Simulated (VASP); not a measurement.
# Te2Pt in VASP: settings compared

Aim: see how the results for Te2Pt move with the level of theory and the settings. Levels: PBE, PBE+D3(BJ). Tasks: relaxation of cell and atoms.

All numbers are computed with VASP 6.6.1; they aren't measurements. Logs are shortened: lines on timing, memory, paths and dates and some standing lists are left out, and cuts for length are marked.

## (1) Starting point

The cell holds a slab with vacuum, 12 atoms: a = 4.010 Å, b = 4.010 Å, c = 36.203 Å, α = 90.00°, β = 90.00°, γ = 120.00°.

## (2) Relaxation of cell and atoms, PBE

INCAR

```
PREC = Accurate
ENCUT = 600
EDIFF = 1E-6
ISMEAR = 0
SIGMA = 0.03
LREAL = False
LASPH = True
NELM = 80
ALGO = Normal
ISIF = 3
LWAVE = False
LCHARG = False
GGA = PE
IBRION = 2
NSW = 90
EDIFFG = -0.01
LATTICE_CONSTRAINTS = .TRUE. .TRUE. .FALSE.
KPAR = 4
```

KPOINTS

```
regular mesh
0
Gamma
  9 9 1
```

POSCAR

```
Te2Pt
1.0
    4.0100000000      0.0000000000      0.0000000000
   -2.0050000000      3.4727618700      0.0000000000
    0.0000000000      0.0000000000     36.2035000000
Te Pt
8 4
Direct
    0.6666666700      0.3333333300      0.2485947500
    0.3333333300      0.6666666700      0.3204248200
    0.6666666700      0.3333333300      0.3922548900
    0.3333333300      0.6666666700      0.4640849600
    0.6666666700      0.3333333300      0.5359150400
    0.3333333300      0.6666666700      0.6077451100
    0.6666666700      0.3333333300      0.6795751800
    0.3333333300      0.6666666700      0.7514052500
    0.0000000000      0.0000000000      0.2845097800
    0.0000000000      0.0000000000      0.4281699300
    0.0000000000      0.0000000000      0.5718300700
    0.0000000000      0.0000000000      0.7154902200
```

Potentials or basis: VASP PAW PBE potentials, release 64 (Te, Pt).

Launch:

```bash
> cat potpaw_PBE.64/Te/POTCAR potpaw_PBE.64/Pt/POTCAR > POTCAR
> mpirun -np 4 vasp_std > vasp.out
```

OUTCAR:

```text
PREC = Accurate
   ENCUT = 600
   EDIFF = 1E-6
   ISMEAR = 0
   LREAL = False
   LASPH = True
   NELM = 80
   ISIF = 3
   GGA = PE
   IBRION = 2
   NSW = 90
   EDIFFG = -0.01

 ion  position               nearest neighbor table
   1  0.667  0.333  0.249-   9 2.66   9 2.66   9 2.66   2 3.48   2 3.48   2 3.48
   2  0.333  0.667  0.320-   9 2.66   9 2.66   9 2.66   1 3.48   3 3.48   1 3.48   3 3.48   1 3.48
                             3 3.48
   3  0.667  0.333  0.392-  10 2.66  10 2.66  10 2.66   2 3.48   4 3.48   2 3.48   4 3.48   2 3.48
                             4 3.48
   4  0.333  0.667  0.464-  10 2.66  10 2.66  10 2.66   3 3.48   3 3.48   3 3.48   5 3.48   5 3.48
                             5 3.48
   5  0.667  0.333  0.536-  11 2.66  11 2.66  11 2.66   6 3.48   6 3.48   6 3.48   4 3.48   4 3.48
                             4 3.48
   6  0.333  0.667  0.608-  11 2.66  11 2.66  11 2.66   7 3.48   5 3.48   7 3.48   5 3.48   7 3.48
                             5 3.48
   7  0.667  0.333  0.680-  12 2.66  12 2.66  12 2.66   8 3.48   6 3.48   8 3.48   6 3.48   6 3.48
                             8 3.48
   8  0.333  0.667  0.751-  12 2.66  12 2.66  12 2.66   7 3.48   7 3.48   7 3.48
   9  0.000  0.000  0.285-   1 2.66   1 2.66   1 2.66   2 2.66   2 2.66   2 2.66
  10  0.000  0.000  0.428-   4 2.66   4 2.66   4 2.66   3 2.66   3 2.66   3 2.66
  11  0.000  0.000  0.572-   5 2.66   5 2.66   5 2.66   6 2.66   6 2.66   6 2.66
  12  0.000  0.000  0.715-   8 2.66   8 2.66   8 2.66   7 2.66   7 2.66   7 2.66

  LATTYP: Found a hexagonal cell.
 ALAT       =     4.0100000000
 C/A-ratio  =     9.0283042394

  Lattice vectors:

 A1 = (   4.0100000000,   0.0000000000,   0.0000000000)
 A2 = (  -2.0050000000,   3.4727618700,   0.0000000000)
 A3 = (   0.0000000000,   0.0000000000,  36.2035000000)

Analysis of symmetry for initial positions (statically):
=====================================================================
 Subroutine PRICEL returns:
 Original cell was already a primitive cell.

 Routine SETGRP: Setting up the symmetry group for a
 hexagonal supercell.

 Subroutine GETGRP returns: Found 12 space group operations
 (whereof 12 operations were pure point group operations)
 out of a pool of 24 trial point group operations.

The static configuration has the point symmetry D_3d.

Analysis of symmetry for dynamics (positions and initial velocities):
=====================================================================
 Subroutine PRICEL returns:
 Original cell was already a primitive cell.

 Routine SETGRP: Setting up the symmetry group for a
 hexagonal supercell.

 Subroutine GETGRP returns: Found 12 space group operations
 (whereof 12 operations were pure point group operations)
 out of a pool of 24 trial point group operations.

The dynamic configuration has the point symmetry D_3d.
[... 115 lines left out ...]
   TEBEG  =    0.0;   TEEND  =   0.0 temperature during run
   PSTRESS=    0.0 pullay stress
   NELECT =      88.0000    total number of electrons
   NUPDOWN=      -1.0000    fix difference up-down
   EMIN   =  10.00;   EMAX   =-10.00  energy-range for DOS
   EFERMI =   0.00;   METHOD = LEGACY
   ISMEAR =     0;   SIGMA  =   0.03  broadening in eV -4-tet -1-fermi 0-gaus
   EFERMI_NEDOS =   21; number of points for ismear=-14 and -15
   IALGO  =     38    algorithm
   IMIX   =      4    mixing-type and parameters
     AMIX     =   0.40;   BMIX     =  1.00
     AMIX_MAG =   1.60;   BMIX_MAG =  1.00
  volume/ion in A,a.u.               =      42.01       283.52
  Fermi-wavevector in a.u.,A,eV,Ry     =   0.914911  1.728932 11.388934  0.837063
  Thomas-Fermi vector in A             =   2.039593
   LORBIT       =      0    0 simple, 1 ext, 2 COOP (PROOUT), +10 PAW based schemes
   GGA     = PE    functional components
   LHFCALC =     F    Hartree Fock is set to
   AEXX    =    0.0000 exact exchange contribution
   IVDW    =     0    specifies the selected vdW correction
   LEPSILON=     F    determine dielectric tensor
   LRPA    =     F    only Hartree local field effects (RPA)
 conjugate gradient relaxation of ions
 non-spin polarized calculation
 Gauss-broadening in eV      SIGMA  =   0.03
  energy-cutoff  :      600.00
  volume of cell :      504.16
 maximum number of plane-waves:     16862
   NGX = 17   NGY = 17   NGZ =145

--------------------------------------- Ionic step        1  -------------------------------------------

 number of electron      88.0000005 magnetization

 Free energy of the ion-electron system (eV)
  ---------------------------------------------------
  ext. energy  EPLUGINS =         0.00000000
  ---------------------------------------------------
  free energy    TOTEN  =       -53.62894769 eV

  energy without entropy =      -53.62693840  energy(sigma->0) =      -53.62794305

------------------------ aborting loop because EDIFF is reached ----------------------------------------

  FORCE on cell =-STRESS in cart. coord.  units (eV):
  Direction    XX          YY          ZZ          XY          YZ          ZX
  --------------------------------------------------------------------------------------
  -------------------------------------------------------------------------------------
  Total       14.6171121     14.6171121     12.7622427      0.0000000      0.0000000      0.0000000
  in kB       46.4517654     46.4517654     40.5571704      0.0000000      0.0000000      0.0000000
  external PRESSURE =      44.4869004 kB  Pullay stress =       0.0000000 kB
[... 119 lines left out ...]
  FREE ENERGIE OF THE ION-ELECTRON SYSTEM (eV)
  ---------------------------------------------------
  free  energy   TOTEN  =       -54.0773477457 eV

  energy  without entropy=      -54.0736702070  energy(sigma->0) =      -54.07550898

[... ionic steps 4 to 49 ...]

--------------------------------------- Ionic step       50  -------------------------------------------

 number of electron      87.9999995 magnetization

------------------------ aborting loop because EDIFF is reached ----------------------------------------
[... 87 lines left out ...]
--------------------------------------- Ionic step       52  -------------------------------------------

 number of electron      87.9999995 magnetization

 Free energy of the ion-electron system (eV)
  ---------------------------------------------------
  ext. energy  EPLUGINS =         0.00000000
  ---------------------------------------------------
  free energy    TOTEN  =       -54.14662715 eV

  energy without entropy =      -54.14480695  energy(sigma->0) =      -54.14571705

 E-fermi :   2.9924     XC(G=0):  -6.4868

 val. band max:        2.9798040181   @ k =   0.1111   0.1111   0.0000
 cond. band min:       3.0344060048   @ k =   0.1111  -0.0000   0.0000
 fundamental gap:      0.0546019867
 Fermi energy:         2.9924059962

 k-point     1 :       0.0000    0.0000    0.0000
  band No.  band energies     occupation
      1     -10.6455      2.00000
      2     -10.4867      2.00000
      3     -10.2504      2.00000
      4     -10.0643      2.00000
      5      -8.9226      2.00000
      6      -8.5080      2.00000
[... 688 lines left out ...]
  FREE ENERGIE OF THE ION-ELECTRON SYSTEM (eV)
  ---------------------------------------------------
  free  energy   TOTEN  =       -54.1466271530 eV

  energy  without entropy=      -54.1448069538  energy(sigma->0) =      -54.14571705

 reached required accuracy - stopping structural energy minimisation
```

OSZICAR:

```text
N       E                     dE             d eps       ncg     rms          rms(c)
DAV:   1     0.636089636678E+03    0.63609E+03   -0.37023E+04  1256   0.154E+03
DAV:   2     0.603706921139E+01   -0.63005E+03   -0.60992E+03  1664   0.255E+02
DAV:   3    -0.528010350803E+02   -0.58838E+02   -0.57496E+02  1472   0.778E+01
DAV:   4    -0.552905262210E+02   -0.24895E+01   -0.24513E+01  1712   0.158E+01
[... 548 lines left out ...]
DAV:   3    -0.541466350349E+02    0.31721E-05   -0.10584E-04  1500   0.645E-02    0.194E-02
DAV:   4    -0.541466317789E+02    0.32560E-05   -0.62591E-05  1360   0.517E-02    0.155E-02
DAV:   5    -0.541466285947E+02    0.31842E-05   -0.13874E-05  1080   0.241E-02    0.889E-03
DAV:   6    -0.541466272820E+02    0.13127E-05   -0.52434E-06  1200   0.782E-03    0.497E-03
DAV:   7    -0.541466271530E+02    0.12899E-06   -0.26635E-07   624   0.298E-03
  52 F= -.54146627E+02 E0= -.54145717E+02  d E =-.137700E-04
```

It took 43 min on 4 MPI ranks of AMD EPYC 9R45 (Zen 5), shared host; peak memory 0.94 GiB.

What came out:

```
Free energy                            : -54.1466 eV
Relaxed volume                         : 43.25 Å³/atom
Relaxed cell                           : a = 4.069 Å, b = 4.069 Å, c = 36.203 Å, α = 90.00°, β = 90.00°, γ = 120.00°
Space group after relaxing (to 0.05 Å) : P-3m1 (No. 164)
Energy gained by relaxing              : 43.1 meV/atom
Ionic steps                            : 52
Largest force after relaxing           : 0.004 eV/Å
Band gap on the k mesh                 : none (metal or under the smearing width)
```

Forces in eV/Å, atoms in the order of the input:
```
Te   0.000  0.000 -0.004
Te   0.000  0.000  0.001
Te   0.000  0.000  0.003
Te   0.000  0.000  0.002
Te   0.000  0.000 -0.002
Te   0.000  0.000 -0.003
Te   0.000  0.000 -0.001
Te   0.000  0.000  0.004
Pt   0.000  0.000  0.002
Pt   0.000  0.000 -0.003
Pt   0.000  0.000  0.003
Pt   0.000  0.000 -0.002
```

Step by step:
| step | energy change (eV) | largest force (eV/Å) | pressure (GPa) | volume (Å³) |
| --- | --- | --- | --- | --- |
| 1 | 0.0000 | 1.2302 | 4.45 | 504.16 |
| 3 | -0.4484 | 0.2414 | 0.11 | 531.05 |
| 5 | -0.4668 | 0.1886 | 0.19 | 528.24 |
| 7 | -0.4856 | 0.1012 | 0.25 | 522.70 |
| 9 | -0.4866 | 0.0540 | 0.11 | 523.54 |
| 11 | -0.4876 | 0.0683 | 0.20 | 522.56 |
| 13 | -0.4916 | 0.0452 | 0.16 | 522.69 |
| 15 | -0.4969 | 0.1015 | -0.03 | 523.30 |
| 17 | -0.4980 | 0.0698 | 0.07 | 522.66 |
| 19 | -0.4987 | 0.0799 | 0.18 | 521.36 |
| 21 | -0.5005 | 0.0519 | 0.10 | 521.31 |
| 23 | -0.5016 | 0.0574 | 0.07 | 521.09 |
| 25 | -0.5057 | 0.1009 | -0.03 | 519.25 |
| 27 | -0.5081 | 0.0639 | 0.11 | 517.96 |
| 29 | -0.5091 | 0.0426 | 0.26 | 516.49 |
| 31 | -0.5123 | 0.0437 | 0.22 | 516.72 |
| 33 | -0.5154 | 0.0735 | 0.04 | 517.83 |
| 35 | -0.5158 | 0.0588 | -0.05 | 518.66 |
| 37 | -0.5158 | 0.0598 | -0.07 | 518.73 |
| 39 | -0.5164 | 0.0292 | 0.00 | 518.54 |
| 41 | -0.5167 | 0.0176 | -0.01 | 518.83 |
| 43 | -0.5167 | 0.0257 | 0.00 | 519.01 |
| 45 | -0.5171 | 0.0205 | 0.01 | 519.04 |
| 47 | -0.5174 | 0.0375 | 0.01 | 519.18 |
| 49 | -0.5176 | 0.0222 | -0.02 | 519.30 |
| 51 | -0.5177 | 0.0128 | 0.02 | 518.91 |
| 52 | -0.5177 | 0.0037 | -0.01 | 519.01 |

Final structure:
```xyz
12
Lattice="4.0686 0.0000 0.0000 -2.0343 3.5235 0.0000 0.0000 0.0000 36.2035" Properties=species:S:1:pos:R:3 pbc="T T T"
Te    2.0343    1.1745    8.6236
Te    0.0000    2.3490   11.3579
Te    2.0343    1.1745   14.0259
Te    0.0000    2.3490   16.7681
Te    2.0343    1.1745   19.4354
Te    0.0000    2.3490   22.1776
Te    2.0343    1.1745   24.8456
Te    0.0000    2.3490   27.5799
Pt    0.0000    0.0000   10.0066
Pt    0.0000    0.0000   15.3926
Pt    0.0000    0.0000   20.8109
Pt    0.0000    0.0000   26.1969
```

Levels at points of the mesh, in eV from the Fermi level:
```tsv
k point	band 41	band 42	band 43	band 44	band 45	band 46	band 47	band 48
(0.00, 0.00, 0.00)	-0.51	-0.51	0.08	0.86	1.21	1.21	1.50	1.50
```

Caveat: without dispersion, layers of such crystals drift apart on relaxing, which shifts levels and gaps; volumes and pressures include the vacuum.

## (3) Relaxation of cell and atoms, PBE

This run uses another cell than the first one, of 43.25 Å³/atom, 1.029 times its volume.

Edit INCAR of step 2 so:

```diff
@@ -2,3 +2,3 @@
 ENCUT = 600
-EDIFF = 1E-6
+EDIFF = 1E-7
 ISMEAR = 0
@@ -15,3 +15,3 @@
 NSW = 90
-EDIFFG = -0.01
+EDIFFG = -0.005
 LATTICE_CONSTRAINTS = .TRUE. .TRUE. .FALSE.
```

KPOINTS is that of step 2.

POSCAR

```
Te2Pt                                   
1.0
    4.0686176708     -0.0000000000      0.0000000000
   -2.0343088354      3.5235262620      0.0000000000
    0.0000000000      0.0000000000     36.2035000000
  Te              Pt            
     8     4
Direct
     0.6666666699999979    0.3333333300000021    0.2381973306245969
     0.3333333300000021    0.6666666699999979    0.3137227144802492
     0.6666666699999979    0.3333333300000021    0.3874173519984426
     0.3333333300000021    0.6666666699999979    0.4631612840351950
     0.6666666699999979    0.3333333300000021    0.5368387159648051
     0.3333333300000021    0.6666666699999979    0.6125826480015569
     0.6666666699999979    0.3333333300000021    0.6862772855197506
     0.3333333300000021    0.6666666699999979    0.7618026693754031
     0.0000000000000000    0.0000000000000000    0.2763989656488661
     0.0000000000000000    0.0000000000000000    0.4251683886096397
     0.0000000000000000    0.0000000000000000    0.5748316113903600
     0.0000000000000000    0.0000000000000000    0.7236010343511341
```

Potentials or basis: VASP PAW PBE potentials, release 64 (Te, Pt).

Launch:

```bash
> cat potpaw_PBE.64/Te/POTCAR potpaw_PBE.64/Pt/POTCAR > POTCAR
> mpirun -np 4 vasp_std > vasp.out
```

Run time: 3.4 min. Hardware: 4 MPI ranks of AMD EPYC 9R45 (Zen 5), shared host; peak memory 0.95 GiB.

The run converged. Its results:

```yaml
Free_energy: -54.1474 eV
Largest_force_after_relaxing: 0.004 eV/Å
Band_gap_on_the_k_mesh: none (metal or under the smearing width)
```

Forces on the atoms (eV/Å):
```
Te   0.000  0.000 -0.004
Te   0.000  0.000  0.001
Te   0.000  0.000  0.003
Te   0.000  0.000  0.002
Te   0.000  0.000 -0.002
Te   0.000  0.000 -0.003
Te   0.000  0.000 -0.001
Te   0.000  0.000  0.004
Pt   0.000  0.000  0.002
Pt   0.000  0.000 -0.003
Pt   0.000  0.000  0.003
Pt   0.000  0.000 -0.002
```

Final structure:
```
Te Pt
1.0
     4.06862    0.00000    0.00000
    -2.03431    3.52353    0.00000
     0.00000    0.00000   36.20350
Te Pt
8 4
Direct
  0.66667 0.33333 0.23820
  0.33333 0.66667 0.31372
  0.66667 0.33333 0.38742
  0.33333 0.66667 0.46316
  0.66667 0.33333 0.53684
  0.33333 0.66667 0.61258
  0.66667 0.33333 0.68628
  0.33333 0.66667 0.76180
  0.00000 0.00000 0.27640
  0.00000 0.00000 0.42517
  0.00000 0.00000 0.57483
  0.00000 0.00000 0.72360
```

Levels at points of the mesh, in eV from the Fermi level:
```
           k point  band 40  band 41  band 42  band 43  band 44  band 45  band 46  band 47  band 48  band 49
(0.00, 0.00, 0.00)    -0.61    -0.51    -0.51     0.08     0.86     1.21     1.21     1.50     1.50     1.81
```

Caveat: the relaxation stopped at its first step, so nothing moved; without dispersion, layers of such crystals drift apart on relaxing, which shifts levels and gaps; volumes and pressures include the vacuum.

## (4) Relaxation of cell and atoms, PBE+D3(BJ)

INCAR

```
SYSTEM = Te2Pt
PREC = Accurate
ENCUT = 600
EDIFF = 1E-6
ISMEAR = 0
SIGMA = 0.03
LREAL = .False.
LASPH = .True.
NELM = 80
ALGO = Normal
ISIF = 3
LWAVE = .False.
LCHARG = .False.
GGA = PE
IVDW = 12
IBRION = 2
NSW = 90
EDIFFG = -0.01
LATTICE_CONSTRAINTS = .TRUE. .TRUE. .FALSE.
KPAR = 4
```

KPOINTS

```
Automatic mesh
0
Gamma
  9 9 1
  0 0 0
```

POSCAR

```
Te2Pt
1.0
    4.0100000000      0.0000000000      0.0000000000
   -2.0050000000      3.4727618700      0.0000000000
    0.0000000000      0.0000000000     36.2035000000
Te Pt
8 4
Direct
    0.6666666700      0.3333333300      0.2485947500
    0.3333333300      0.6666666700      0.3204248200
    0.6666666700      0.3333333300      0.3922548900
    0.3333333300      0.6666666700      0.4640849600
    0.6666666700      0.3333333300      0.5359150400
    0.3333333300      0.6666666700      0.6077451100
    0.6666666700      0.3333333300      0.6795751800
    0.3333333300      0.6666666700      0.7514052500
    0.0000000000      0.0000000000      0.2845097800
    0.0000000000      0.0000000000      0.4281699300
    0.0000000000      0.0000000000      0.5718300700
    0.0000000000      0.0000000000      0.7154902200
```

Launch:

```bash
> cat potpaw_PBE.64/Te/POTCAR potpaw_PBE.64/Pt/POTCAR > POTCAR
> mpirun -np 4 vasp_std > vasp.out
```

Run time: 46 min. Hardware: 4 MPI ranks of Intel Xeon Platinum 8488C (Sapphire Rapids), shared host; peak memory 0.92 GiB.

It converged, with:

* Free energy: -60.0721 eV
* Relaxed volume: 42.41 Å³/atom
* Relaxed cell: a = 4.029 Å, b = 4.029 Å, c = 36.203 Å, α = 90.00°, β = 90.00°, γ = 120.00°
* Space group after relaxing (to 0.05 Å): P-3m1 (No. 164)
* Energy gained by relaxing: 30.9 meV/atom
* Ionic steps: 39
* Largest force after relaxing: 0.009 eV/Å
* Band gap on the k mesh: none (metal or under the smearing width)
* Dispersion energy per atom: -0.508 eV

Forces on the atoms (eV/Å):
```
Te   0.000  0.000 -0.009
Te   0.000  0.000 -0.001
Te   0.000  0.000  0.006
Te   0.000  0.000  0.003
Te   0.000  0.000 -0.003
Te   0.000  0.000 -0.006
Te   0.000  0.000  0.001
Te   0.000  0.000  0.009
Pt   0.000  0.000  0.007
Pt   0.000  0.000 -0.003
Pt   0.000  0.000  0.003
Pt   0.000  0.000 -0.007
```

Step by step:
```tsv
step	energy change (eV)	largest force (eV/Å)	pressure (GPa)	volume (Å³)
1	0.0000	1.0966	2.59	504.16
2	0.0045	0.3600	-3.00	539.00
3	-0.2311	0.4225	-0.46	520.85
4	-0.3088	0.2847	-0.36	515.38
5	-0.3598	0.0884	-0.08	505.15
6	-0.3608	0.0866	-0.11	506.35
7	-0.3618	0.0328	-0.16	506.51
8	-0.3618	0.0367	-0.16	506.54
9	-0.3621	0.0406	-0.09	506.08
10	-0.3622	0.0449	-0.06	505.89
11	-0.3624	0.0431	-0.06	505.94
12	-0.3629	0.0396	-0.09	506.08
13	-0.3637	0.0296	-0.11	506.37
14	-0.3649	0.0568	-0.17	506.95
15	-0.3646	0.1211	-0.26	508.10
16	-0.3652	0.0840	-0.20	507.43
17	-0.3654	0.0799	-0.18	507.32
18	-0.3660	0.0675	-0.11	507.00
19	-0.3659	0.0685	0.04	506.36
20	-0.3661	0.0576	-0.06	506.74
21	-0.3664	0.0518	-0.07	506.83
22	-0.3668	0.0343	-0.09	507.10
23	-0.3670	0.0569	-0.11	507.65
24	-0.3671	0.0421	-0.09	507.43
25	-0.3674	0.0390	-0.08	507.39
26	-0.3681	0.0418	-0.01	507.29
27	-0.3682	0.0960	0.12	507.09
28	-0.3684	0.0713	0.06	507.18
29	-0.3685	0.0710	0.05	507.29
30	-0.3690	0.0696	0.02	507.62
31	-0.3695	0.0675	-0.03	508.27
32	-0.3696	0.0685	-0.13	509.58
33	-0.3697	0.0643	-0.06	508.90
34	-0.3697	0.0633	-0.09	509.16
35	-0.3701	0.0558	-0.07	509.18
36	-0.3707	0.0325	-0.01	509.25
37	-0.3707	0.0291	0.00	509.26
38	-0.3708	0.0217	0.00	509.16
39	-0.3709	0.0086	0.00	508.88
```

Final structure:
```
Te Pt
1.0
     4.02874    0.00000    0.00000
    -2.01437    3.48899    0.00000
     0.00000    0.00000   36.20350
Te Pt
8 4
Direct
  0.66667 0.33333 0.24965
  0.33333 0.66667 0.32544
  0.66667 0.33333 0.39165
  0.33333 0.66667 0.46747
  0.66667 0.33333 0.53253
  0.33333 0.66667 0.60835
  0.66667 0.33333 0.67456
  0.33333 0.66667 0.75035
  0.00000 0.00000 0.28819
  0.00000 0.00000 0.42951
  0.00000 0.00000 0.57049
  0.00000 0.00000 0.71181
```

Levels at points of the mesh, in eV from the Fermi level:
| k point | band 40 | band 41 | band 42 | band 43 | band 44 | band 45 | band 46 | band 47 | band 48 | band 49 |
| --- | --- | --- | --- | --- | --- | --- | --- | --- | --- | --- |
| (0.00, 0.00, 0.00) | -0.63 | -0.46 | -0.46 | 0.32 | 1.00 | 1.00 | 1.18 | 1.47 | 1.47 | 1.90 |

Spin-orbit coupling is left out, which matters for the levels of Pt, Te. Zero-point motion and thermal expansion aren't in these numbers.
